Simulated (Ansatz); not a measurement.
# HfN (Fm-3m) in Ansatz: equation of state

How stiff is HfN in PBE, and what volume does it want? The cell is scaled to several volumes.

All numbers are computed with Ansatz 0.2.0; they aren't measurements. Logs are shortened: lines on timing, memory, paths and dates and some standing lists are left out, and cuts for length are marked.

### Step 1. The structure

Symmetry: Fm-3m, No. 225, cubic system. The conventional cell has a = 4.512 Å, b = 4.512 Å, c = 4.512 Å, α = 90.00°, β = 90.00°, γ = 90.00°. Around Hf (site symmetry m-3m) lie 6 N at 2.26 Å. N (site symmetry m-3m) has 6 Hf at 2.26 Å as nearest neighbours.

### Step 2. Single point, PBE, 10.79 Å³/atom (volume scaled by 0.94)

input.yaml

```yaml
crystal:
  lattice:
    - [0.0, 2.2099462613, 2.2099462613]
    - [2.2099462613, 0.0, 2.2099462613]
    - [2.2099462613, 2.2099462613, 0.0]
  atoms:
    - { symbol: Hf, position: [0.0, 0.0, 0.0] }
    - { symbol: "N", position: [0.5, 0.5, 0.5] }
hamiltonian:
  xc: pbe
  pseudopotentials: { kind: paw }
kpoints:
  mp_grid: { grid: [10, 10, 10] }
scf:
  occupations: { method: fermi_dirac, width: 0.05 }
output:
  forces: true
  stress: true
  eigenvalues: true
```

Potentials or basis: Ansatz PAW.

Command:

```bash
$ ansatz run input.yaml --threads 1 --pin off --max-ram 2560MiB --backend cpu --events-out ev --progress --plain --runs-dir out
```

The log of the run:

```text
Warning: RAYON_NUM_THREADS=1 ignored (pool sized by the plan → 1); use --threads N
Engine: ansatz 0.2.0, aarch64-unknown-linux-gnu
Pseudopotentials: kind: paw
Pseudopotential: Hf, paw, valence charge 26, recommended cutoff 420 eV (normal), Hf.paw.azcp
Pseudopotential: N, paw, valence charge 5, recommended cutoff 420 eV (normal), N.paw.azcp
Functional definition: PBE
  parameter kappa = 0.804
  parameter beta = 0.06672455060314922
  exchange = pbe_x(kappa = kappa, mu = beta*pi^2/3)
  correlation = pbe_c(beta = beta)
Crystal: 2 atoms, lattice volume = 21.586 Å³
Basis set: ecut = 420 eV, 411 PW (Γ), exchange–correlation on 48×48×48 points (8 copies of the dense FFT grid, shifted against one another)
Bands: 20, of which v1, the nominal top of the filled ones, is band 16 counted from 1 (15 counted from 0)
Symmetry: 48 space group operations
Space group: Fm-3m (ITA 225), of the structure as read, at distance tolerance 2.8e-5 Å
k-points: 47 of 1000
Non-local potential: Hf, projectors of the file, l = 0: 3, l = 1: 2, l = 2: 2, l = 3: 3
Non-local potential: N, projectors of the file, l = 0: 2, l = 1: 2, l = 2: 1
PAW form: soft (Blöchl's): semilocal exchange-correlation on the pseudo side does not see the compensation charge
PAW one-centre angular grid: Hf, 590 points (default); XC on 64 Gauss nodes
PAW one-centre angular grid: N, 110 points (default); XC on 64 Gauss nodes
Initial density: superposition of atomic densities (neutral atoms: chi_scale 0, normalization atom), corrected by the library's trained network
Initial wavefunctions: pseudopotential atomic-orbital guess
Functional: x = pbe(κ = 0.804, μ = 0.2195149727645171), c = pbe(β = 0.06672455060314922)
SCF iter   1: F=—  HF=-16108.533738 eV  |F-HF|=—  |Δ(HF+E_count)|=         —  Δρ=3.12e-3  dr2=2.17e-3  ethr=1.77e-3  ⟨swp⟩=5.2  Hψ=4073  notcnv=0
preconditioner: auto → Kerker (q_TF=auto, 2.898 Å⁻¹)  [metal: Δε(μ)=0.050 eV  Ē_g=19.356 eV  σ=0.050 eV  W_gap=0.24  n_scr=14 (ndim 8)  ℏωp=43.0 eV  f_vac=0.000  D(μ)=0.79/eV (n_scr^D=8)]
SCF iter   2: F=—  HF=-16108.533228 eV  |F-HF|=—  |Δ(HF+E_count)|=   5.11e-4  Δρ=1.17e-3  dr2=1.46e-4  ethr=7.01e-6  ⟨swp⟩=1.7  Hψ=1519  notcnv=0
SCF iter   3: F=—  HF=-16108.533138 eV  |F-HF|=—  |Δ(HF+E_count)|=   8.92e-5  Δρ=5.33e-4  dr2=2.73e-5  ethr=4.71e-7  ⟨swp⟩=2.2  Hψ=1496  notcnv=0
SCF iter   4: F=—  HF=-16108.533121 eV  |F-HF|=—  |Δ(HF+E_count)|=   1.79e-5  Δρ=2.49e-4  dr2=4.98e-6  ethr=8.82e-8  ⟨swp⟩=2.0  Hψ=1661  notcnv=0
SCF iter   5: F=—  HF=-16108.533117 eV  |F-HF|=—  |Δ(HF+E_count)|=   3.23e-6  Δρ=4.08e-5  dr2=1.24e-7  ethr=1.61e-8  ⟨swp⟩=2.0  Hψ=1509  notcnv=0
SCF iter   6: F=-16108.533117 eV  HF=-16108.533117 eV  |F-HF|=4.25e-9  |Δ(HF+E_count)|=   6.87e-8  Δρ=6.40e-6  dr2=4.46e-9  ethr=3.23e-10  ⟨swp⟩=5.1  Hψ=3695  notcnv=0
SCF 1 converged in 6 iterations: F = -16108.533117 eV  dr2 = 4.46e-9
SCF converged after 6 iterations
Free energy (F): -16108.533117 eV
Harris-Foulkes:  -16108.533117 eV  (|F-HF|=4.25e-9)
Internal energy: -16108.527021 eV  (E = F + TS)
E sigma→0 (E₀):  -16108.530069 eV
Entropy (-TS):   -0.006096 eV (-3.048 meV/atom)
Fermi energy:    25.589674 eV
--- Per-component energies (eV) ---
  E_band       = 236.265852
  E_kinetic    = 562.929270
  E_local      = -4531.070916  (includes V_loc(G=0)·N_el)
  E_nonlocal   = -1197.541175
  E_hartree    = 2173.911783
  E_xc         = -363.556269
  E_vxc        = -347.389217  (∫ρ·V_xc dr)
  E_paw        = -7056.211534  (= ΣΔE_a)
  E_vpaw       = 1401.509830  (= ΣTr[D̂ρ^β])
  E_aug_tail   = 0.000096  (compensation charges beyond the density's cutoff)
  E_ewald      = -5696.988276
  E_smearing   = -0.006096  (= −TS)
  E_closure    = 0.000000  (closes the sum)
  Σ components = -16108.533117   (vs F -16108.533117, Δ=0.00e0)
--- Forces (eV/Å), atoms counted from 1 ---
  atom   1  Hf    -0.00000000     0.00000000     0.00000000
  atom   2  N      0.00000000     0.00000000     0.00000000
  max |Σ_I F_I| component: 5.52e-30 eV/Å
--- Stress (GPa, compression-positive) ---
       27.048137      -0.000000       0.000000
        0.000000      27.048137      -0.000000
        0.000000       0.000000      27.048137
  P = ⅓ Tr σ = 27.0481 GPa (270.481 kbar)
--- Band table (eV; the first three rows and the last of 47) ---
  k-point 0: bands = ["-37.0000", "-5.3692", "-5.3692", "-5.3692", "7.6197", "13.0775", "13.0775", "13.0775", "13.1248", "13.2487", "13.2487", "13.2487", "22.5426", "22.5426", "22.5426", "25.1293", "25.1293", "25.1293", "27.6505", "27.6505"]
  k-point 1: bands = ["-36.9920", "-5.4998", "-5.3793", "-5.3793", "7.8772", "13.0791", "13.0880", "13.0880", "13.1309", "13.2399", "13.2399", "13.2491", "21.5812", "21.9256", "21.9256", "25.4112", "25.4883", "25.4883", "28.4632", "28.4632"]
  k-point 2: bands = ["-36.9711", "-5.8254", "-5.4055", "-5.4055", "8.5576", "13.0930", "13.1169", "13.1169", "13.1484", "13.2185", "13.2185", "13.2500", "19.8356", "20.8132", "20.8132", "25.8687", "26.3752", "26.3752", "30.0742", "30.2765"]
  k-point 46: bands = ["-36.8882", "-6.1646", "-5.9755", "-5.8060", "9.3214", "13.1419", "13.1574", "13.1644", "13.1903", "13.1930", "13.2224", "13.2556", "19.3635", "19.9446", "20.0398", "25.5241", "28.0271", "31.5423", "31.5846", "32.4799"]
```

Wall time 1.2 s (1 thread of Arm Neoverse V2, shared host); peak memory 0.29 GiB.

Results:

```yaml
Free_energy: -16108.5331 eV
Pressure: 27.0 GPa
Band_gap_on_the_k_mesh: none (metal or under the smearing width)
```

Caveat: the pressure holds a Pulay correction of +0.6 GPa for the finite cutoff.

### Step 3. Single point, PBE, 11.02 Å³/atom (volume scaled by 0.96)

Edit input.yaml of step 2 so:

```diff
@@ -2,5 +2,5 @@
   lattice:
-    - [0.0, 2.2099462613, 2.2099462613]
-    - [2.2099462613, 0.0, 2.2099462613]
-    - [2.2099462613, 2.2099462613, 0.0]
+    - [0.0, 2.2255097759, 2.2255097759]
+    - [2.2255097759, 0.0, 2.2255097759]
+    - [2.2255097759, 2.2255097759, 0.0]
   atoms:
```

Potentials or basis: Ansatz PAW.

Command:

```bash
$ ansatz run input.yaml --threads 1 --pin off --max-ram 2560MiB --backend cpu --events-out ev --progress --plain --runs-dir out
```

Wall time 1.1 s (1 thread of Arm Neoverse V2, shared host); peak memory 0.29 GiB.

The run converged. Its results:

- Free energy: -16108.5997 eV
- Pressure: 19.5 GPa
- Band gap on the k mesh: none (metal or under the smearing width)

Caveat: the pressure holds a Pulay correction of +0.5 GPa for the finite cutoff.

### Step 4. Single point, PBE, 11.25 Å³/atom (volume scaled by 0.98)

Edit input.yaml of step 3 so:

```diff
@@ -2,5 +2,5 @@
   lattice:
-    - [0.0, 2.2255097759, 2.2255097759]
-    - [2.2255097759, 0.0, 2.2255097759]
-    - [2.2255097759, 2.2255097759, 0.0]
+    - [0.0, 2.2408586042, 2.2408586042]
+    - [2.2408586042, 0.0, 2.2408586042]
+    - [2.2408586042, 2.2408586042, 0.0]
   atoms:
```

Potentials or basis: Ansatz PAW.

Command:

```bash
$ ansatz run input.yaml --threads 1 --pin off --max-ram 2560MiB --backend cpu --events-out ev --progress --plain --runs-dir out
```

The log of the run:

```text
Warning: RAYON_NUM_THREADS=1 ignored (pool sized by the plan → 1); use --threads N
[... 9 set-up lines as earlier in the session ...]
Crystal: 2 atoms, lattice volume = 22.505 Å³
Basis set: ecut = 420 eV, 459 PW (Γ), exchange–correlation on 48×48×48 points (8 copies of the dense FFT grid, shifted against one another)
Bands: 20, of which v1, the nominal top of the filled ones, is band 16 counted from 1 (15 counted from 0)
[... 2 set-up lines as earlier in the session ...]
k-points: 47 of 1000
[... 7 set-up lines as earlier in the session ...]
[... 9 lines left out ...]
SCF converged after 6 iterations
Free energy (F): -16108.645644 eV
Harris-Foulkes:  -16108.645644 eV  (|F-HF|=1.01e-9)
Internal energy: -16108.639326 eV  (E = F + TS)
E sigma→0 (E₀):  -16108.642485 eV
Entropy (-TS):   -0.006318 eV (-3.159 meV/atom)
Fermi energy:    24.533909 eV
--- Per-component energies (eV) ---
  E_band       = 201.857872
  E_kinetic    = 559.331634
  E_local      = -4650.647464  (includes V_loc(G=0)·N_el)
  E_nonlocal   = -1198.101604
  E_hartree    = 2216.945935
  E_xc         = -362.461877
  E_vxc        = -345.937509  (∫ρ·V_xc dr)
  E_paw        = -7055.306956  (= ΣΔE_a)
  E_vpaw       = 1403.321485  (= ΣTr[D̂ρ^β])
  E_aug_tail   = 0.000097  (compensation charges beyond the density's cutoff)
  E_ewald      = -5618.399090
  E_smearing   = -0.006318  (= −TS)
  E_closure    = 0.000000  (closes the sum)
  Σ components = -16108.645644   (vs F -16108.645644, Δ=0.00e0)
--- Forces (eV/Å), atoms counted from 1 ---
  atom   1  Hf    -0.00000000     0.00000000    -0.00000000
  atom   2  N      0.00000000    -0.00000000    -0.00000000
  max |Σ_I F_I| component: 8.41e-30 eV/Å
--- Stress (GPa, compression-positive) ---
       12.721617       0.000000       0.000000
        0.000000      12.721617      -0.000000
        0.000000       0.000000      12.721617
  P = ⅓ Tr σ = 12.7216 GPa (127.216 kbar)
--- Band table (eV; the first three rows and the last of 47) ---
  k-point 0: bands = ["-38.1744", "-6.5678", "-6.5678", "-6.5678", "6.8124", "11.8925", "11.8925", "11.8925", "11.9302", "12.0383", "12.0383", "12.0383", "21.5174", "21.5174", "21.5174", "24.1076", "24.1076", "24.1076", "26.4765", "26.5006"]
  k-point 1: bands = ["-38.1679", "-6.6785", "-6.5767", "-6.5767", "7.0470", "11.8948", "11.9016", "11.9016", "11.9357", "12.0307", "12.0307", "12.0386", "20.5780", "20.9393", "20.9393", "24.3630", "24.4482", "24.4482", "27.1714", "27.2658"]
  k-point 2: bands = ["-38.1507", "-6.9566", "-6.6000", "-6.6000", "7.6705", "11.9095", "11.9264", "11.9264", "11.9513", "12.0119", "12.0119", "12.0394", "18.8756", "19.8867", "19.8867", "24.7825", "25.2915", "25.2915", "28.6170", "28.9812"]
  k-point 46: bands = ["-38.0828", "-7.2552", "-7.0918", "-6.9430", "8.4428", "11.9485", "11.9593", "11.9645", "11.9873", "11.9895", "12.0148", "12.0476", "18.4609", "18.9233", "19.0623", "24.4627", "26.8608", "30.0877", "30.2010", "31.0015"]
```

Wall time 1.2 s (1 thread of Arm Neoverse V2, shared host); peak memory 0.29 GiB.

Results:

| Item | Value |
| --- | --- |
| Free energy | -16108.6456 eV |
| Pressure | 12.7 GPa |
| Band gap on the k mesh | none (metal or under the smearing width) |

Caveat: the pressure holds a Pulay correction of +0.5 GPa for the finite cutoff.

### Step 5. Single point, PBE, 11.48 Å³/atom

Edit input.yaml of step 4 so:

```diff
@@ -2,5 +2,5 @@
   lattice:
-    - [0.0, 2.2408586042, 2.2408586042]
-    - [2.2408586042, 0.0, 2.2408586042]
-    - [2.2408586042, 2.2408586042, 0.0]
+    - [0.0, 2.256, 2.256]
+    - [2.256, 0.0, 2.256]
+    - [2.256, 2.256, 0.0]
   atoms:
```

Command:

```bash
$ ansatz run input.yaml --threads 1 --pin off --max-ram 2560MiB --backend cpu --events-out ev --progress --plain --runs-dir out
```

It took 1.2 s on 1 thread of Arm Neoverse V2, shared host; peak memory 0.29 GiB.

Results (log left out):

| Quantity | Value |
| --- | --- |
| Free energy | -16108.6733 eV |
| Pressure | 6.6 GPa |
| Band gap on the k mesh | none (metal or under the smearing width) |

Caveat: the pressure holds a Pulay correction of +0.5 GPa for the finite cutoff.

### Step 6. Single point, PBE, 11.71 Å³/atom (volume scaled by 1.02)

Edit input.yaml of step 5 so:

```diff
@@ -2,5 +2,5 @@
   lattice:
-    - [0.0, 2.256, 2.256]
-    - [2.256, 0.0, 2.256]
-    - [2.256, 2.256, 0.0]
+    - [0.0, 2.2709408328, 2.2709408328]
+    - [2.2709408328, 0.0, 2.2709408328]
+    - [2.2709408328, 2.2709408328, 0.0]
   atoms:
```

Potentials or basis: Ansatz PAW.

Command:

```bash
$ ansatz run input.yaml --threads 1 --pin off --max-ram 2560MiB --backend cpu --events-out ev --progress --plain --runs-dir out
```

Run time: 1.2 s. Hardware: 1 thread of Arm Neoverse V2, shared host; peak memory 0.29 GiB.

The run converged. Its results:

* Free energy: -16108.6841 eV
* Pressure: 1.1 GPa
* Band gap on the k mesh: none (metal or under the smearing width)

Caveat: the pressure holds a Pulay correction of +0.5 GPa for the finite cutoff.

### Step 7. Single point, PBE, 11.94 Å³/atom (volume scaled by 1.04)

Edit input.yaml of step 6 so:

```diff
@@ -2,5 +2,5 @@
   lattice:
-    - [0.0, 2.2709408328, 2.2709408328]
-    - [2.2709408328, 0.0, 2.2709408328]
-    - [2.2709408328, 2.2709408328, 0.0]
+    - [0.0, 2.285687615, 2.285687615]
+    - [2.285687615, 0.0, 2.285687615]
+    - [2.285687615, 2.285687615, 0.0]
   atoms:
```

Command:

```bash
$ ansatz run input.yaml --threads 1 --pin off --max-ram 2560MiB --backend cpu --events-out ev --progress --plain --runs-dir out
```

It took 1.2 s on 1 thread of Arm Neoverse V2, shared host; peak memory 0.29 GiB.

Results (log left out):

```yaml
Free_energy: -16108.6799 eV
Pressure: -3.9 GPa
Band_gap_on_the_k_mesh: none (metal or under the smearing width)
```

Caveat: the pressure holds a Pulay correction of +0.5 GPa for the finite cutoff.

### Step 8. Single point, PBE, 12.17 Å³/atom (volume scaled by 1.06)

Edit input.yaml of step 7 so:

```diff
@@ -2,5 +2,5 @@
   lattice:
-    - [0.0, 2.285687615, 2.285687615]
-    - [2.285687615, 0.0, 2.285687615]
-    - [2.285687615, 2.285687615, 0.0]
+    - [0.0, 2.3002465274, 2.3002465274]
+    - [2.3002465274, 0.0, 2.3002465274]
+    - [2.3002465274, 2.3002465274, 0.0]
   atoms:
```

Command:

```bash
$ ansatz run input.yaml --threads 1 --pin off --max-ram 2560MiB --backend cpu --events-out ev --progress --plain --runs-dir out
```

Run time: 1.2 s. Hardware: 1 thread of Arm Neoverse V2, shared host; peak memory 0.29 GiB.

The run converged. Its results:

* Free energy: -16108.6622 eV
* Pressure: -8.4 GPa
* Band gap on the k mesh: none (metal or under the smearing width)

Caveat: the pressure holds a Pulay correction of +0.4 GPa for the finite cutoff.

### Step 9. Equation of state, PBE

Potentials or basis: Ansatz PAW.

This step only gathers the single runs of the series.

What came out:

| Property | Result |
| --- | --- |
| Equilibrium volume | 11.76 Å³/atom |
| Bulk modulus | 262 GPa |
| Pressure derivative of the bulk modulus | 4.3 |

Energy against volume, from the lowest point:
| volume (Å³/atom) | energy (meV/atom) |
| --- | --- |
| 10.793 | 75.47 |
| 11.023 | 42.17 |
| 11.252 | 19.20 |
| 11.482 | 5.39 |
| 11.712 | 0.00 |
| 11.941 | 2.07 |
| 12.171 | 10.94 |
